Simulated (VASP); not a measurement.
**VASP 6.6.1 run: LiF**

INCAR

```
NELM = 120
ALGO = Normal
ENCUT = 520
EDIFF = 1E-7
IBRION = -1
NSW = 0
LWAVE = .FALSE.
LASPH = .TRUE.
IMIX = 1
ISMEAR = 0
PREC = Accurate
LREAL = .FALSE.
ISIF = 2
GGA = RP
SIGMA = 0.01
AMIX = 0.1
NBANDS = 7
LCHARG = .FALSE.
```

KPOINTS

```
KPOINTS created by Atomic Simulation Environment
0
Gamma
10 10 10
0 0 0
```

POSCAR

```
Li F
 1.0000000000000000
     0.0000000000000000    2.0479353318000002    1.9619039685999999
     2.0479353318000002    0.0000000000000000    1.9619039685999999
     2.0479353318000002    2.0479353318000002    0.0000000000000000
 Li  F
   1   1
Cartesian
  0.0000000000000000  0.0000000000000000  0.0000000000000000
  2.0479353317999998  2.0479353317999998  1.9619039685999995
```

The recommended PBE PAW datasets give the neutral cell 10 valence electrons.

Command

```
mpirun -np 1 vasp_std
```

OSZICAR

```
N       E                     dE             d eps       ncg     rms          rms(c)
DAV:   1     0.377591804028E+02    0.37759E+02   -0.56681E+03  1547   0.143E+03
DAV:   2    -0.888950781096E+01   -0.46649E+02   -0.44295E+02  1673   0.243E+02
DAV:   3    -0.970620511314E+01   -0.81670E+00   -0.81670E+00  1883   0.361E+01
DAV:   4    -0.971887340109E+01   -0.12668E-01   -0.12668E-01  2135   0.378E+00
DAV:   5    -0.971890402296E+01   -0.30622E-04   -0.30622E-04  2030   0.158E-01    0.468E+00
DAV:   6    -0.948337264336E+01    0.23553E+00   -0.19583E-01  1428   0.432E+00    0.356E+00
DAV:   7    -0.934882142899E+01    0.13455E+00   -0.11778E-01  1477   0.339E+00    0.272E+00
DAV:   8    -0.927315701482E+01    0.75664E-01   -0.67960E-02  1491   0.258E+00    0.213E+00
DAV:   9    -0.923124396192E+01    0.41913E-01   -0.38951E-02  1456   0.195E+00    0.170E+00
DAV:  10    -0.920856909872E+01    0.22675E-01   -0.22627E-02  1540   0.149E+00    0.141E+00
...
DAV:  72    -0.920220900588E+01   -0.36138E-06   -0.28122E-08  1421   0.225E-03    0.380E-03
DAV:  73    -0.920220931241E+01   -0.30652E-06   -0.23465E-08  1155   0.207E-03    0.347E-03
DAV:  74    -0.920220957242E+01   -0.26002E-06   -0.21132E-08  1120   0.200E-03    0.317E-03
DAV:  75    -0.920220979289E+01   -0.22046E-06   -0.17787E-08  1050   0.183E-03    0.290E-03
DAV:  76    -0.920220997979E+01   -0.18691E-06   -0.15026E-08   805   0.172E-03    0.265E-03
DAV:  77    -0.920221013836E+01   -0.15857E-06   -0.13203E-08   945   0.160E-03    0.243E-03
DAV:  78    -0.920221027268E+01   -0.13431E-06   -0.10729E-08   784   0.144E-03    0.222E-03
DAV:  79    -0.920221038648E+01   -0.11381E-06   -0.91780E-09   770   0.135E-03    0.203E-03
DAV:  80    -0.920221048292E+01   -0.96437E-07   -0.77585E-09   763   0.124E-03
   1 F= -.92022105E+01 E0= -.92022105E+01  d E =-.139584E-18
```

From OUTCAR

```
k-points           NKPTS =    102   k-points in BZ     NKDIM =    102   number of bands    NBANDS=      7

   NELECT =      10.0000    total number of electrons

   dimension x,y,z NGX =    24 NGY =   24 NGZ =   24
   dimension x,y,z NGXF=    48 NGYF=   48 NGZF=   48

  energy-cutoff  :      520.00
  volume of cell :       16.46
      direct lattice vectors                 reciprocal lattice vectors
     0.000000000  2.047935332  1.961903969    -0.244148334  0.244148334  0.254854472
     2.047935332  0.000000000  1.961903969     0.244148334 -0.244148334  0.254854472
     2.047935332  2.047935332  0.000000000     0.244148334  0.244148334 -0.254854472

 k-points in reciprocal lattice and weights: KPOINTS created by Atomic Simulation Env
   0.00000000  0.00000000  0.00000000       0.001
   0.10000000 -0.00000000  0.00000000       0.008
   0.20000000 -0.00000000  0.00000000       0.008
   0.30000000  0.00000000  0.00000000       0.008
   0.40000000  0.00000000  0.00000000       0.008
   0.50000000  0.00000000  0.00000000       0.004
   0.10000000  0.10000000  0.00000000       0.002
   0.20000000  0.10000000  0.00000000       0.008
   ...

 E-fermi :  -0.7789

 k-point     1 :       0.0000    0.0000    0.0000
  band No.  band energies     occupation
      1     -42.1058      2.00000
      2     -20.9324      2.00000
      3      -0.9461      2.00000
      4      -0.8355      2.00000
      5      -0.8355      2.00000
      6       8.4117      0.00000
      7      23.1901      0.00000

 k-point     2 :       0.1000   -0.0000    0.0000
  band No.  band energies     occupation
      1     -42.1007      2.00000
      2     -20.8950      2.00000
      3      -1.1616      2.00000
      4      -0.9131      2.00000
      5      -0.8656      2.00000
      6       8.7033      0.00000
      7      20.6524      0.00000

 k-point     3 :       0.2000   -0.0000    0.0000
  band No.  band energies     occupation
      1     -42.0872      2.00000
      2     -20.7944      2.00000
      3      -1.8222      2.00000
      4      -0.9591      2.00000
      5      -0.9428      2.00000
      6       9.3588      0.00000
      7      18.1843      0.00000

 k-point     4 :       0.3000    0.0000    0.0000
  band No.  band energies     occupation
      1     -42.0706      2.00000
      2     -20.6654      2.00000
      3      -2.5625      2.00000
      4      -1.0354      2.00000
      5      -1.0052      2.00000
      6       9.9306      0.00000
      7      16.6871      0.00000

 k-point     5 :       0.4000    0.0000    0.0000
  band No.  band energies     occupation
      1     -42.0572      2.00000
      2     -20.5567      2.00000
      3      -3.1149      2.00000
      4      -1.1081      2.00000
      5      -1.0402      2.00000
      6      10.1453      0.00000
      7      16.1349      0.00000

 k-point     6 :       0.5000    0.0000    0.0000
  band No.  band energies     occupation
      1     -42.0520      2.00000
      2     -20.5142      2.00000
      3      -3.3174      2.00000
      4      -1.1353      2.00000
      5      -1.0531      2.00000
      6      10.1602      0.00000
      7      16.0563      0.00000

 k-point     7 :       0.1000    0.1000    0.0000
  band No.  band energies     occupation
      1     -42.0983      2.00000
      2     -20.8812      2.00000
      3      -1.1698      2.00000
      4      -0.9423      2.00000
      5      -0.9423      2.00000
      6       8.8400      0.00000
      7      21.2017      0.00000

 ...

  Total        0.4395793      0.4395793      0.8417534      0.0000000     -0.0000000      0.0000000
  in kB       42.7964369     42.7964369     81.9511873      0.0000000     -0.0000000      0.0000000
  external PRESSURE =      55.8480204 kB  Pullay stress =       0.0000000 kB

 POSITION                                       TOTAL-FORCE (eV/Angst)
 -----------------------------------------------------------------------------------
      0.00000      0.00000      0.00000         0.000000     -0.000000      0.000000
      2.04794      2.04794      1.96190         0.000000      0.000000     -0.000000
 -----------------------------------------------------------------------------------
    total drift:                               -0.000000     -0.000000      0.000000

  FREE ENERGIE OF THE ION-ELECTRON SYSTEM (eV)
  ---------------------------------------------------
  free  energy   TOTEN  =        -9.2022104829 eV

  energy  without entropy=       -9.2022104829  energy(sigma->0) =       -9.20221048
```

It converged. Results: gap between bands v and c on the k mesh 9.25 eV; least direct gap on the k mesh 9.25 eV; pressure 5.6 GPa. Band v is the last that the valence electrons fill when counted band by band, and c is the next.

For comparison, a separate r²SCAN run of the intended cell, on usual settings and not on those above, gives a gap of 10.15 eV on its mesh and a pressure of -3.1 GPa.

The run above took about 50 s on one core of a shared host (Intel Xeon Platinum 8488C) and held 0.13 GiB at most.
